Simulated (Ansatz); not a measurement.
The system is PbO2.

```xyz
6
Lattice="4.9950 0.0000 0.0000 0.0000 4.9950 0.0000 0.0000 0.0000 3.4090" Properties=species:S:1:pos:R:3 pbc="T T T"
Pb    2.4975    2.4975    1.7045
Pb    0.0000    0.0000    0.0000
O     3.4594    3.4594    0.0000
O     4.0331    0.9619    1.7045
O     0.9619    4.0331    1.7045
O     1.5356    1.5356    0.0000
```

The cell is a database's computed one.

Base run:

- Program: Ansatz 0.2.0
- Functional: PBE
- Potentials or basis: Ansatz PAW
- Cutoff: 420 eV
- Density cutoff: 1680 eV
- k mesh: 5 × 5 × 6
- Occupations: fermi-dirac, width 0.05 eV
- Spin: no spin polarisation

Its results: pressure 5.7 GPa; largest force 0.038 eV/Å.

**Question.** The run is repeated on the same cell with these changes: functional from PBE to LDA. What comes out?

**Answer.** Pressure -4.0 GPa; largest force 0.056 eV/Å.

LDA binds more tightly than PBE, so the same cell stands under less pressure.

Caveats: the PAW data sets come from PBE, with cores solved anew for the run's functional, which leaves a small shift of forces and pressure (some runs).

Not every run made on this cell is shown here.
